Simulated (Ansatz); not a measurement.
# BeTe: how the settings move a single-point run

Aim: see which settings change the result for BeTe, by how much, and at what cost. The cell is built on a prototype (CsCl type) and needn't be the phase found in nature.

Program: Ansatz 0.2.0. Level of theory: reference: DFT, HSE06, plane waves, PAW. These are calculated values, not measurements.

6 further runs of the same task are left out: 6 that didn't finish.

## 1. The system as given

It takes space group Pm-3m (No. 221, cubic). The conventional cell has a = 3.365 Å, b = 3.365 Å, c = 3.365 Å, α = 90.00°, β = 90.00°, γ = 90.00°. Around Be (site symmetry m-3m) lie 8 Te at 2.91 Å. Te (site symmetry m-3m) is surrounded by 8 Be at 2.91 Å.

As a file:

```cif
data_structure
_symmetry_space_group_name_H-M 'P 1'
_symmetry_Int_Tables_number 1
_cell_length_a 3.3651
_cell_length_b 3.3651
_cell_length_c 3.3651
_cell_angle_alpha 90.000
_cell_angle_beta 90.000
_cell_angle_gamma 90.000
_cell_volume 38.10
loop_
_atom_site_label
_atom_site_type_symbol
_atom_site_fract_x
_atom_site_fract_y
_atom_site_fract_z
_atom_site_occupancy
Be1 Be 0.00000 0.00000 0.00000 1
Te1 Te 0.50000 0.50000 0.50000 1
```

## 2. The reference run

The input, input.yaml:

```yaml
crystal:
  lattice:
    - [3.3650594837, 0.0, 0.0]
    - [0.0, 3.3650594837, 0.0]
    - [0.0, 0.0, 3.3650594837]
  atoms:
    - { symbol: Be, position: [0.0, 0.0, 0.0] }
    - { symbol: Te, position: [0.5, 0.5, 0.5] }
kpoints:
  mp_grid: { grid: [4, 4, 4] }
hamiltonian:
  xc: hse06
scf:
  occupations: { method: fermi_dirac, width: 0.02 }
  n_extra_bands: 4
output:
  forces: true
  stress: true
  eigenvalues: true
```

Command:

```console
$ ansatz run input.yaml --threads 4 --pin off --max-ram 3686MiB --backend cpu --events-out ev --progress --plain --runs-dir out
```

## 3. Variant: ecutfock_ratio 4

Edit input.yaml of step 2 so:

```diff
@@ -15,2 +15,3 @@
   n_extra_bands: 4
+  exx: { ecutfock_ratio: 4 }
 output:
```

## 4. Variant: exchange pbe, correlation pbe, coeff 0.05, omega 0.5

Edit input.yaml of step 2 so:

```diff
@@ -11,3 +11,3 @@
 hamiltonian:
-  xc: hse06
+  xc: { exchange: pbe, correlation: pbe, exx: { coeff: 0.05, omega: 0.5 } }
 scf:
```

## 5. Changed: exchange pbe, correlation pbe, coeff 0.5, omega 0.1

Edit input.yaml of step 2 so:

```diff
@@ -11,3 +11,3 @@
 hamiltonian:
-  xc: hse06
+  xc: { exchange: pbe, correlation: pbe, exx: { coeff: 0.5, omega: 0.1 } }
 scf:
```

What does the calculation give? Wanted: for each run, ending; energy change; pressure; gap; force.

As calculated:

```csv
run,ending,energy change,pressure (GPa),gap (eV),force (eV/Å),cycles,time
reference,converged,-,-2.7,0.00,0.00,15,5.3 s
1: ecutfock_ratio 4,converged,-,-2.7,0.00,0.00,15,5.3 s
"2: exchange pbe, correlation pbe, coeff 0.05, omega 0.5",converged,not comparable,-1.4,0.00,0.00,13,5 s
"3: exchange pbe, correlation pbe, coeff 0.5, omega 0.1",converged,not comparable,-3.7,0.00,0.00,29,7 s
```

Residual by cycle in the longest SCF loop of each run; runs are numbered as in the table. The quantity is the density residual dr2, in eV.

```csv
cycle,reference,run 1,run 2,run 3
1,8.9e-4,8.9e-4,8.7e-4,1.5e-5
2,1.7e-4,1.7e-4,1.6e-4,3.9e-6
3,1.8e-5,1.8e-5,1.7e-5,2.9e-6
4,2.7e-8,2.7e-8,3.4e-8,2.6e-6
5,4.7e-9,4.7e-9,6.6e-9,1.4e-6
6,4.1e-10,4.1e-10,3.7e-10,1.5e-7
7,-,-,-,1.1e-7
8,-,-,-,6.9e-8
9,-,-,-,6.0e-9
```

The totals of these runs aren't set against each other here.
